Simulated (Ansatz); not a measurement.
Runs of Ansatz 0.2.0 on GaP. It takes space group F-43m (No. 216, cubic). Conventional cell: a = 5.451 Å, b = 5.451 Å, c = 5.451 Å, α = 90.00°, β = 90.00°, γ = 90.00°. Ga (site symmetry -43m) has 4 P at 2.36 Å as nearest neighbours. Around P (site symmetry -43m) lie 4 Ga at 2.36 Å. 

| task | level | potentials or basis | spin | cell | k mesh | cutoff (eV) | smearing | gap on the mesh (eV) | pressure (GPa) |
| --- | --- | --- | --- | --- | --- | --- | --- | --- | --- |
| relaxation of cell and atoms | RPBE | all-electron LAPW, scalar-relativistic | off | relaxed | 8 × 8 × 8 | - | fermi-dirac 0.05 eV | 1.50 | 0.0 |
| single point | PBEsol+D3(BJ) | all-electron LAPW, relativistic spinors | SOC, no magnetisation | as given | 6 × 6 × 6 | 278 | fermi-dirac 0.1 eV | 1.48 | (a) |
| phonons | LDA | all-electron LAPW, scalar-relativistic | off | as given | 6 × 6 × 6 | 302 | fermi-dirac 0.05 eV | (b) | - |
| single point | RPBE | all-electron LAPW, scalar-relativistic | off | as given | 8 × 8 × 8 | 278 | gaussian 0.05 eV | 1.74 | 4.6 |

Alike in all rows: basis error allowed 0.001 eV/atom.

Q: Fill in the values left out.

A: (a) -2.8; (b) 1.49.

A k mesh can miss the band edges, and rows without SOC leave out spin-orbit coupling on Ga.

Runs at the PBE level aren't shown here.
